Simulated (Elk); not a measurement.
# MnS (Rambergite): which magnetic order is lowest, part 2 of 2

Aim: find out whether MnS (Rambergite) carries moments, and which collinear order costs least.

Elk 11.2.3 (patched build); PBE with U = 4.00 eV on Mn d; all-electron APW+lo, Dirac cores, scalar-relativistic bands.

So far. Step 2 (Start 1: ferro ++): After 22 cycles the largest moment stands at 4.56 μB.

The database entry behind the starting cell differs from later determinations by our own check (about 0.3 % short against later determinations), so it need not match the best structure at ambient conditions.

**3. Run 2 (antiferro +-)**

Another pattern of signs weighs the neighbour shells otherwise.

elk.in

```
tasks
  0

xctype
  20

rgkmax
  7.0

nempty
  12

swidth
  0.001837

reducebf
  0.6

epsengy
  1e-05

maxscl
  100

lmaxi
  3

lmaxo
  10

lmaxapw
  10

spinpol
  .true.

sppath
  './'

avec
  7.51355107151 0.00000000000 0.00000000000
  -3.75677553576 6.50692610047 0.00000000000
  0.00000000000 0.00000000000 12.15471843359

atoms
  2
  'Mn.in'
  2
  0.3333333333 0.6666666667 0.0000000000   0.000000 0.000000 -0.450000
  0.6666666667 0.3333333333 0.5000000000   0.000000 0.000000 0.450000
  'S.in'
  2
  0.3333333333 0.6666666667 0.3850000000   0.000000 0.000000 0.000000
  0.6666666667 0.3333333333 0.8850000000   0.000000 0.000000 0.000000

ngridk
  8 8 4

dft+u
  1 1
  1 2 0.146997 0.000000
```

The run is started by

```
OMP_NUM_THREADS=4 elk
```

Numbers of over 12 decimals in the logs are rounded to 6 here.

The program printed:

```text
┌─────────────────────────┐
│ Elk code version 11.2.3 │
└─────────────────────────┘

All units are atomic (Hartree, Bohr, etc.)

┌─────────────────────────────────────────────────┐
│ Ground-state run starting from atomic densities │
└─────────────────────────────────────────────────┘

Lattice vectors :
   7.513551072       0.000000000       0.000000000
  -3.756775536       6.506926100       0.000000000
   0.000000000       0.000000000       12.15471843

Species : 1 (Mn)
 parameters loaded from : Mn.in
 name : manganese
 nuclear charge    :   -25.00000000
 electronic charge :    25.00000000
 atomic mass :    100145.9370
 muffin-tin radius :    2.351786898
 number of radial points in muffin-tin :    993
 inner part over the whole radius :   0.9857453869E-02
 number on inner part of muffin-tin    :    699
 approximate nuclear radius :   0.7074591925E-04
 number of mesh points to nuclear radius :    330
 atomic positions (lattice), magnetic fields (Cartesian) :
  1 :   0.00000000  0.00000000  0.00000000    0.00000000  0.00000000 -0.45000000
  2 :   0.33333333  0.66666667  0.50000000    0.00000000  0.00000000  0.45000000

Species : 2 (S)
 parameters loaded from : S.in
 name : sulphur
 nuclear charge    :   -16.00000000
 electronic charge :    16.00000000
 atomic mass :    58450.91931
 muffin-tin radius :    2.155804656
 number of radial points in muffin-tin :    793
 inner part over the whole radius :   0.9951310601E-02
 number on inner part of muffin-tin    :    554
 approximate nuclear radius :   0.6195814986E-04
 number of mesh points to nuclear radius :    251
 atomic positions (lattice), magnetic fields (Cartesian) :
  1 :   0.00000000  0.00000000  0.38500000    0.00000000  0.00000000  0.00000000
  2 :   0.33333333  0.66666667  0.88500000    0.00000000  0.00000000  0.00000000

Total number of atoms per unit cell :    4
Total muffin-tin volume :    192.9071138
 ratio of muffin-tin to unit cell volume :   0.3246251948

Spin treatment :
 spin-polarised
 global magnetic field (Cartesian) :    0.000000000       0.000000000       0.000000000
 collinear magnetisation in z-direction

Number of Bravais lattice symmetries :   24
Number of crystal symmetries         :   12
Crystal has no inversion symmetry
Complex Hermitian eigensolver will be used

k-point grid :      8     8     4
k-point offset :    0.000000000       0.000000000       0.000000000
k-point set is reduced with full crystal symmetry group
Total number of k-points :       40

Muffin-tin radius times maximum |G+k| :    7.000000000
 using average radius
Maximum |G+k| for APW functions       :    3.105871469
Maximum (1/2)|G+k|²                   :    4.823218790
Maximum |G| for potential and density :    12.00000000
Constant for pseudocharge density :    7
 order of it for each species :   14  14
 order of it for pair densities of each species (exact exchange by exxq0 0: 18) :   11   8
Radial integration step length :    1

G-vector grid sizes :     30    30    48
Number of G-vectors :    17369

Maximum angular momentum used for
 APW functions            :   10
 outer part of muffin-tin :   10
 inner part of muffin-tin :    3

Number of empty states         :     48
Total number of valence states :    140
Total number of core states    :     40

Third-order local-orbitals added for an l without core states : T
Total number of local-orbitals :     56

Exchange-correlation functional :     20     0     0
 Perdew-Burke-Ernzerhof, Phys. Rev. Lett. 77, 3865 (1996)
 gradient requirement :    1
 generalised gradient approximation (GGA)

DFT+U calculation
 fully localised limit (FLL)
 see Phys. Rev. B 52, R5467 (1995)
 species : 1 (Mn), l = 2, U =   0.14699700, J =   0.00000000

Smearing type :    3
 Fermi-Dirac
Smearing width :   0.1837000000E-02
Effective electronic temperature (K) :    580.0787206

Mixing type :    3
 Broyden mixing, J. Phys. A: Math. Gen. 17, L317 (1984)

Kohn-Sham potential initialised from atomic data

┌──────────────────────────────┐
│ Self-consistent loop started │
└──────────────────────────────┘

┌─────────────────┐
│ Loop number : 1 │
└─────────────────┘

Energies :
 Fermi                       :     0.38076028444769E-01
 sum of occupied eigenvalues :     -1811.2474992315
 electron kinetic            :      3149.8840687932
 core electron kinetic       :      2883.7316415252
 Coulomb                     :     -6110.1273004567
 Coulomb potential           :     -4745.9132192090
 nuclear-nuclear             :     -441.18693632753
 electron-nuclear            :     -6602.7209188013
 Hartree                     :      933.78055467217
 Madelung                    :     -3737.1706908522
 xc potential                :     -214.85302998710
 xc effective B-field        :    -0.544940
 external B-field            :      0.000000
 exchange                    :     -152.73671447399
 correlation                 :     -3.469504
 DFT+U                       :     0.582806
 electron entropic           :    -0.73738097559175E-03
 total energy                :     -3115.8673820129
 (external B-field energy excluded from total)

Density of states at Fermi energy :    67.68689147
 (states/Hartree/unit cell)

Estimated indirect band gap :   0.7917437123E-03
 from k-point 40 to k-point 10
Estimated direct band gap   :   0.1733934253E-01
 at k-point 30

Charges :
 core                        :    40.00000000
 valence                     :    42.00000000
 interstitial                :    5.874098102
 muffin-tins (core leakage)
  species : 1 (Mn)
   atom 1                    :    23.57804885     ( -0.2235078416E-06)
   atom 2                    :    23.57804885     ( -0.2235078416E-06)
  species : 2 (S)
   atom 1                    :    14.48490210     (  0.9360850382E-04)
   atom 2                    :    14.48490210     (  0.9360850382E-04)
 total in muffin-tins        :    76.12590190
 total calculated charge     :    81.99981599
 total charge                :    82.00000000
 error                       :   0.1840059611E-03

Moments :
 interstitial                :   0.1239261459E-10
 muffin-tins
  species : 1 (Mn)
   atom 1                    :    3.772604757
   atom 2                    :   -3.772604757
  species : 2 (S)
   atom 1                    :  -0.6570834559E-01
   atom 2                    :   0.6570834559E-01
 total in muffin-tins        :    0.000000000
 total moment                :   0.1239261459E-10

[... earlier loops left out ...]

┌──────────────────┐
│ Loop number : 22 │
└──────────────────┘

Energies :
 Fermi                       :     0.167702
 sum of occupied eigenvalues :     -1801.5709473156
 electron kinetic            :      3147.9858591825
 core electron kinetic       :      2883.3260635141
 Coulomb                     :     -6108.1811486386
 Coulomb potential           :     -4747.2140923816
 nuclear-nuclear             :     -441.18693632753
 electron-nuclear            :     -6597.4256757203
 Hartree                     :      930.43146340923
 Madelung                    :     -3734.5741024478
 xc potential                :     -201.56474018601
 xc effective B-field        :    -0.777973
 external B-field            :      0.000000
 exchange                    :     -152.67574544593
 correlation                 :     -3.454180
 DFT+U                       :     0.640600
 electron entropic           :    -0.39808314005529E-11
 total energy                :     -3115.6846152643
 (external B-field energy excluded from total)

Density of states at Fermi energy :   0.5468472832E-07
 (states/Hartree/unit cell)

Estimated indirect band gap :   0.8381694305E-01
 from k-point 1 to k-point 1
Estimated direct band gap   :   0.8381694305E-01
 at k-point 1

Charges :
 core                        :    40.00000000
 valence                     :    42.00000000
 interstitial                :    6.072616043
 muffin-tins (core leakage)
  species : 1 (Mn)
   atom 1                    :    23.45687708     ( -0.2235080849E-06)
   atom 2                    :    23.45687708     ( -0.2235080849E-06)
  species : 2 (S)
   atom 1                    :    14.50681490     (  0.9528049570E-04)
   atom 2                    :    14.50681490     (  0.9528049570E-04)
 total in muffin-tins        :    75.92738396
 total calculated charge     :    81.99981442
 total charge                :    82.00000000
 error                       :   0.1855792673E-03

Moments :
 interstitial                :   0.8594558058E-11
 muffin-tins
  species : 1 (Mn)
   atom 1                    :    4.505365073
   atom 2                    :   -4.505365073
  species : 2 (S)
   atom 1                    :  -0.2292720060E-01
   atom 2                    :   0.2292720060E-01
 total in muffin-tins        :    0.000000000
 total moment                :   0.8594558058E-11

┌──────────────────────────────┐
│ Self-consistent loop stopped │
└──────────────────────────────┘

Wrote STATE.OUT
```

It took 9.1 min on 4 threads of Intel Xeon Platinum 8488C (Sapphire Rapids), shared host; peak memory 0.59 GiB; 34 min of CPU time.

Spin moment in the muffin-tin sphere by atom:

| atom | spin moment in the muffin-tin sphere (μB) |
| --- | --- |
| Mn1 | 4.51 |
| Mn2 | -4.51 |
| S3 | -0.02 |
| S4 | 0.02 |

Numbers from this step:

- density of states at the Fermi level: 2.01e-9 states/eV/cell
- moment between the spheres: 0 μB
- magnetization: 0 μB
- final state: antiferromagnetic

It lies 58.6 meV a seeded atom under the first start, and its largest moment is 4.51 μB against 4.56 μB.

**4. Start 3: no spin polarisation**

This run holds no moments, which gives a state to set the others against.

elk.in: that of step 3 with these lines changed.

```diff
@@ -14,5 +14,2 @@
   0.001837
-
-reducebf
-  0.6
 
@@ -33,5 +30,2 @@
 
-spinpol
-  .true.
-
 sppath
@@ -48,4 +42,4 @@
   2
-  0.3333333333 0.6666666667 0.0000000000   0.000000 0.000000 -0.450000
-  0.6666666667 0.3333333333 0.5000000000   0.000000 0.000000 0.450000
+  0.3333333333 0.6666666667 0.0000000000   0.000000 0.000000 0.000000
+  0.6666666667 0.3333333333 0.5000000000   0.000000 0.000000 0.000000
   'S.in'
```

The run is started by

```
OMP_NUM_THREADS=4 elk
```

The program printed:

```text
┌─────────────────────────┐
│ Elk code version 11.2.3 │
└─────────────────────────┘

All units are atomic (Hartree, Bohr, etc.)

┌─────────────────────────────────────────────────┐
│ Ground-state run starting from atomic densities │
└─────────────────────────────────────────────────┘

Lattice vectors :
   7.513551072       0.000000000       0.000000000
  -3.756775536       6.506926100       0.000000000
   0.000000000       0.000000000       12.15471843

Species : 1 (Mn)
 muffin-tin radius :    2.351786898
[...]
muffin-tins (core leakage)
  species : 1 (Mn)
   atom 1                    :    23.55606574     ( -0.2235077616E-06)
   atom 2                    :    23.55606574     ( -0.2235077616E-06)
  species : 2 (S)
   atom 1                    :    14.40015645     (  0.9328410898E-04)
   atom 2                    :    14.40015645     (  0.9328410898E-04)
 total in muffin-tins        :    75.91244439
 total calculated charge     :    81.99980921
 total charge                :    82.00000000
 error                       :   0.1907856433E-03

┌──────────────────────────────┐
│ Self-consistent loop stopped │
└──────────────────────────────┘

Wrote STATE.OUT

[key lines of the parts left out:]
total energy                :     -3115.3754851332
```

Elapsed: 2.8 min, on 4 threads; peak memory 0.5 GiB; 11 min of CPU time.

Numbers from this step:

```yaml
density_of_states_at_the_fermi_level: 2.374 states/eV/cell
final_state: non-magnetic (no spin polarisation)
```

It lies 4147 meV a seeded atom over the first start.

**5. Ranking**

These are free energies at a smearing of 0.05 eV, so its entropy term is in the differences. They are divided by the number of seeded atoms, so that cells of unlike size compare.

Orders:

| start | final state | typed order kept | energy over the lowest (meV a seeded atom) | largest sphere moment (μB) | net moment (μB a primitive cell) | DOS at the Fermi level (states/eV a primitive cell) | mesh matched | CPU time (s) |
| --- | --- | --- | --- | --- | --- | --- | --- | --- |
| ferro ++ | ferromagnetic | yes | 58.56 | 4.562 | 10 | 0 | yes | 2036 |
| antiferro +- | antiferromagnetic | yes | 0 | 4.505 | 0 | 0 | yes | 2014 |
| no spin polarisation | non-magnetic | - | 4206 | 0 | 0 | 2.374 | yes | 647.6 |

**6. Summary of results**

```json
{"lowest state found": "antiferromagnetic (typed antiferro +-)", "largest site moment": "4.51 μB", "next state": "ferromagnetic, 58.6 meV a seeded atom higher", "run without spin seeds, over the lowest": "4206 meV a seeded atom"}
```

**Reading.** The lowest state found is antiferromagnetic, reached from the start antiferro +-, with moments up to 4.51 μB. The next state costs 59 meV a seeded atom. Under a U a spinless open shell is left with part-filled orbitals, which the U penalises, so its energy is no clean measure of what the moments gain. Only 3 starts are shown; other collinear patterns, canted and longer-period orders are not.

[Logs and program files are shortened in this print: banners, set-up blocks, solver, clock and traceback lines can be left out without a mark of their own.]

[Logs are printed without paths, hosts, clocks, repeated set-up lines and the standing remarks that a program may print on its own settings, such as how far it seeks lower states.]

[Hosts, paths, dates, database ids (printed as entryN), source tags and the programs' standing remarks are cut or masked in the printed files.]

[Where a cell is said to come from a database of computed structures, the database is the Materials Project.]
